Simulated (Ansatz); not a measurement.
Crystal: HfN.

```xyz
2
Lattice="0.0000 2.4548 2.4548 2.4548 0.0000 2.4548 2.4548 2.4548 0.0000" Properties=species:S:1:pos:R:3 pbc="T T T"
Hf    0.0000    0.0000    0.0000
N     1.2274    1.2274    1.2274
```

The cell comes from a database or a generator and needn't be the stable form of this composition.

Base run:

| Property | Result |
| --- | --- |
| Program | Ansatz 0.2.0 |
| Functional | PBEsol |
| Potentials or basis | all-electron LAPW, scalar-relativistic |
| Cutoff | 392 eV |
| Density cutoff | 1568 eV |
| Basis error allowed | 0.001 eV/atom |
| k mesh | 9 × 9 × 9 |
| Occupations | fermi-dirac, width 0.05 eV |
| Spin | no spin polarisation |

Its results: band gap on the k mesh none (metal or under the smearing width); pressure -5.0 GPa.

**Question.** After a change of settings the same cell gave: band gap on the k mesh none (metal or under the smearing width); pressure 0.6 GPa. Which change was it?
A. hubbard terms from none to Hf d U = 4 eV
B. potentials or basis from all-electron LAPW, scalar-relativistic to all-electron PAW datasets made for the crystal
C. k mesh from 9 × 9 × 9 to 5 × 5 × 5; occupations from fermi-dirac, width 0.05 eV to fermi-dirac, width 0.03 eV
D. hubbard terms from none to Hf d U = 2 eV

**Answer.** A.

Caveats: U is the effective U less J, on atomic orbitals that reach past the spheres (some runs); U without spin polarisation on a metal has little footing (some runs).

Not every run made on this cell is shown here.
